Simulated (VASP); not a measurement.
# Al (Fm-3m) in VASP: a series of runs, part 2 of 2

VASP 6.6.1. Earlier steps stand in the parts before.

### Step 5. Single point, PBE (a relaxed cell with its volume scaled by 0.97)

INCAR reads:

```
SYSTEM = Al
PREC = Accurate
ENCUT = 520
EDIFF = 1E-7
ISMEAR = 0
SIGMA = 0.1
LREAL = .False.
LASPH = .True.
NELM = 80
ALGO = Normal
ISIF = 2
LWAVE = .False.
LCHARG = .False.
GGA = PE
```

KPOINTS reads:

```
regular mesh
0
Gamma
  10 10 10
  0 0 0
```

POSCAR reads:

```
Al                                      
1.0
    0.0000000000      1.9983536717      1.9983536717
    1.9983536717      0.0000000000      1.9983536717
    1.9983536717      1.9983536717      0.0000000000
  Al            
     1
Direct
     0.0000000000000000    0.0000000000000000    0.0000000000000000
```

Potentials or basis: VASP PAW PBE potentials, release 64 (Al).

The run is started by

```
$ cat potpaw_PBE.64/Al/POTCAR > POTCAR
$ mpirun -np 1 vasp_std > vasp.out
```

OUTCAR:

```text
SYSTEM = Al
   PREC = Accurate
   ENCUT = 520
   EDIFF = 1E-7
   ISMEAR = 0
   LREAL = .False.
   LASPH = .True.
   NELM = 80
   ISIF = 2
   GGA = PE

 ion  position               nearest neighbor table
   1  0.000  0.000  0.000-

  LATTYP: Found a face centered cubic cell.
 ALAT       =     3.9967073434

  Lattice vectors:

 A1 = (   0.0000000000,   1.9983536717,   1.9983536717)
 A2 = (   1.9983536717,   0.0000000000,   1.9983536717)
 A3 = (   1.9983536717,   1.9983536717,   0.0000000000)

Analysis of symmetry for initial positions (statically):
=====================================================================
 Subroutine PRICEL returns:
 Original cell was already a primitive cell.

 Routine SETGRP: Setting up the symmetry group for a
 face centered cubic supercell.

 Subroutine GETGRP returns: Found 48 space group operations
 (whereof 48 operations were pure point group operations)
 out of a pool of 48 trial point group operations.

The static configuration has the point symmetry O_h .

Analysis of symmetry for dynamics (positions and initial velocities):
=====================================================================
 Subroutine PRICEL returns:
 Original cell was already a primitive cell.

 Routine SETGRP: Setting up the symmetry group for a
 face centered cubic supercell.

 Subroutine GETGRP returns: Found 48 space group operations
 (whereof 48 operations were pure point group operations)
 out of a pool of 48 trial point group operations.

The dynamic configuration has the point symmetry O_h .

 Subroutine INISYM returns: Found 48 space group operations
 (whereof 48 operations are pure point group operations),
 and found     1 'primitive' translations

----------------------------------------------------------------------------------------

                                     Primitive cell

[... 105 lines left out ...]
   IALGO  =     38    algorithm
   IMIX   =      4    mixing-type and parameters
     AMIX     =   0.40;   BMIX     =  1.00
     AMIX_MAG =   1.60;   BMIX_MAG =  1.00
  volume/ion in A,a.u.               =      15.96       107.71
  Fermi-wavevector in a.u.,A,eV,Ry     =   0.937777  1.772142 11.965312  0.879426
  Thomas-Fermi vector in A             =   2.064922
   LORBIT       =      0    0 simple, 1 ext, 2 COOP (PROOUT), +10 PAW based schemes
   GGA     = PE    functional components
   LHFCALC =     F    Hartree Fock is set to
   AEXX    =    0.0000 exact exchange contribution
   IVDW    =     0    specifies the selected vdW correction
   LEPSILON=     F    determine dielectric tensor
   LRPA    =     F    only Hartree local field effects (RPA)
 non-spin polarized calculation
 Gauss-broadening in eV      SIGMA  =   0.10
  energy-cutoff  :      520.00
  volume of cell :       15.96
 maximum number of plane-waves:       444
 NGX is ok and might be reduce to    24
   NGX = 11   NGY = 11   NGZ = 11

 number of electron       3.0000000 magnetization

 Free energy of the ion-electron system (eV)
  ---------------------------------------------------
  ext. energy  EPLUGINS =         0.00000000
  ---------------------------------------------------
  free energy    TOTEN  =        -3.72436367 eV

  energy without entropy =       -3.72012889  energy(sigma->0) =       -3.72224628

 E-fermi :   8.4734     XC(G=0): -10.3185

 val. band max:        8.4728033290   @ k =  -0.4000   0.4000   0.0000
 cond. band min:       8.5706399785   @ k =  -0.3000   0.2000   0.0000
 fundamental gap:      0.0978366495
 Fermi energy:         8.4734204069

 k-point     1 :       0.0000    0.0000    0.0000
  band No.  band energies     occupation
      1      -3.0160      2.00000
      2      21.1552      0.00000
      3      21.1552      0.00000
      4      21.1552      0.00000
      5      22.9012      0.00000
[... 177 lines left out ...]
 k-point    24 :       0.4000    0.3000    0.0000
  band No.  band energies     occupation
      1       1.6265      2.00000
      2      11.8292      0.00000
      3      12.3364      0.00000
      4      14.9633      0.00000
      5      16.2470      0.00000

 [... further k-points ...]

------------------------ aborting loop because EDIFF is reached ----------------------------------------

  FORCE on cell =-STRESS in cart. coord.  units (eV):
  Direction    XX          YY          ZZ          XY          YZ          ZX
  --------------------------------------------------------------------------------------
  -------------------------------------------------------------------------------------
  Total        0.2352998      0.2352998      0.2352998     -0.0000000      0.0000000     -0.0000000
  in kB       23.6202845     23.6202845     23.6202845     -0.0000000      0.0000000     -0.0000000
  external PRESSURE =      23.6202845 kB  Pullay stress =       0.0000000 kB

 VOLUME and BASIS-vectors are now :
 -----------------------------------------------------------------------------
  energy-cutoff  :      520.00
  volume of cell :       15.96
      direct lattice vectors                 reciprocal lattice vectors
     0.000000000  1.998353672  1.998353672    -0.250205961  0.250205961  0.250205961
     1.998353672  0.000000000  1.998353672     0.250205961 -0.250205961  0.250205961
     1.998353672  1.998353672  0.000000000     0.250205961  0.250205961 -0.250205961

 POSITION                                       TOTAL-FORCE (eV/Angst)
 -----------------------------------------------------------------------------------
      0.00000      0.00000      0.00000         0.000000      0.000000      0.000000
 -----------------------------------------------------------------------------------
    total drift:                                0.000000     -0.000000     -0.000000

  FREE ENERGIE OF THE ION-ELECTRON SYSTEM (eV)
  ---------------------------------------------------
  free  energy   TOTEN  =        -3.7243636692 eV

  energy  without entropy=       -3.7201288943  energy(sigma->0) =       -3.72224628
```

OSZICAR:

```text
N       E                     dE             d eps       ncg     rms          rms(c)
DAV:   1    -0.167878658549E+01   -0.16788E+01   -0.85418E+02   500   0.329E+02
DAV:   2    -0.373389775914E+01   -0.20551E+01   -0.18914E+01   620   0.312E+01
DAV:   3    -0.374826327758E+01   -0.14366E-01   -0.14350E-01   645   0.313E+00
DAV:   4    -0.374830097049E+01   -0.37693E-04   -0.37693E-04   625   0.158E-01
DAV:   5    -0.374830120069E+01   -0.23021E-06   -0.23023E-06   630   0.994E-03    0.137E+00
DAV:   6    -0.373441048606E+01    0.13891E-01   -0.16214E-03   565   0.305E-01    0.793E-01
DAV:   7    -0.372437050804E+01    0.10040E-01   -0.48289E-03   540   0.492E-01    0.151E-01
DAV:   8    -0.372436570900E+01    0.47990E-05   -0.24696E-05   625   0.540E-02    0.906E-03
DAV:   9    -0.372436411877E+01    0.15902E-05   -0.10269E-06   575   0.724E-03    0.123E-03
DAV:  10    -0.372436373107E+01    0.38770E-06   -0.51399E-09   505   0.797E-04    0.969E-04
DAV:  11    -0.372436366922E+01    0.61851E-07   -0.23303E-10   320   0.149E-04
   1 F= -.37243637E+01 E0= -.37222463E+01  d E =-.423477E-02
```

stdout:

```text
POSCAR found type information on POSCAR Al
 POSCAR found :  1 types and       1 ions
 scaLAPACK will be used
 LDA part: xc-table for (Slater+PW92), standard interpolation
 POSCAR, INCAR and KPOINTS ok, starting setup
 FFT: planning ... GRIDC
 FFT: planning ... GRID_SOFT
 FFT: planning ... GRID
 WAVECAR not read
 entering main loop
```

It took 6.8 s on 1 thread of Intel Xeon Platinum 8375C at 2.90GHz (Ice Lake), shared host; peak memory 0.12 GiB.

Results:

- Free energy: -3.7244 eV
- Pressure: 2.4 GPa
- Band gap on the k mesh: none (metal or under the smearing width)

### Step 6. Single point, PBE (a relaxed cell with its volume scaled by 1.03)

INCAR is that of step 5.

KPOINTS is that of step 5.

POSCAR reads:

```
Al                                      
1.0
    0.0000000000      2.0387353327      2.0387353327
    2.0387353327      0.0000000000      2.0387353327
    2.0387353327      2.0387353327      0.0000000000
  Al            
     1
Direct
     0.0000000000000000    0.0000000000000000    0.0000000000000000
```

Potentials or basis: VASP PAW PBE potentials, release 64 (Al).

The run is started by

```
$ cat potpaw_PBE.64/Al/POTCAR > POTCAR
$ mpirun -np 1 vasp_std > vasp.out
```

It took 6.3 s on 1 thread of Intel Xeon Platinum 8375C at 2.90GHz (Ice Lake), shared host; peak memory 0.12 GiB.

Results (log left out):

```
Free energy            : -3.7250 eV
Pressure               : -1.9 GPa
Band gap on the k mesh : none (metal or under the smearing width)
```

Levels at points of the mesh, in eV from the Fermi level:
```
           k point  band 1  band 2  band 3  band 4
(0.00, 0.00, 0.00)  -11.09   12.33   12.33   12.33
(0.50, 0.00, 0.00)   -4.63   -4.48   10.99   10.99
(0.50, 0.50, 0.00)   -3.00   -1.74    5.11    5.33
```

### Step 7. Overview

```csv
task,cell,gap on the mesh (eV),pressure (GPa)
relaxation of cell and atoms,relaxed,none,0.0
single point,as given,none,0.0
single point,a relaxed cell with its volume scaled by 0.97,none,2.4
single point,a relaxed cell with its volume scaled by 1.03,none,-1.9
```

Alike in all rows: level PBE; potentials or basis VASP PAW PBE potentials, release 64 (Al); no spin polarisation; k mesh 10 × 10 × 10; cutoff (eV) 520; smearing gaussian 0.1 eV.

Caveats: the relaxation stopped at its first step, so nothing moved (some runs).

Total energies depend on the potentials used, so only differences within one code and one set of settings carry meaning.
